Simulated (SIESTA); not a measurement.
The system is KBr.

```xyz
2
Lattice="0.0000 3.3000 3.3000 3.3000 0.0000 3.3000 3.3000 3.3000 0.0000" Properties=species:S:1:pos:R:3 pbc="T T T"
Br    3.3000    3.3000    3.3000
K     0.0000    0.0000    0.0000
```

Base run:

- Program: SIESTA 5.4.2
- Functional: optB88-vdW
- Potentials or basis: PseudoDojo 0.4 standard (PBE files)
- Basis: DZP (energy shift 0.003 Ry; two zetas on semicore shells; d shell added on K)
- Grid cutoff: 800 Ry
- Energy shift: 0.003 Ry
- k mesh: 7 × 7 × 7
- Occupations: fermi-dirac, width 0.05 eV
- Spin: no spin polarisation

Its results: band gap on the k mesh 4.45 eV, direct; pressure -0.1 GPa.

Task: The run is repeated on the same cell with these changes: functional from optB88-vdW to PBE. What comes out?

Result: Band gap on the k mesh 4.51 eV, direct; pressure 0.8 GPa.

Caveats: an odd mesh through Γ misses points on the zone boundary, where band edges often lie; the basis of atomic orbitals isn't converged, which shifts pressures, moduli and gaps; the potentials were made for another functional, which shifts forces and pressure (some runs).

Not every run made on this cell is shown here.
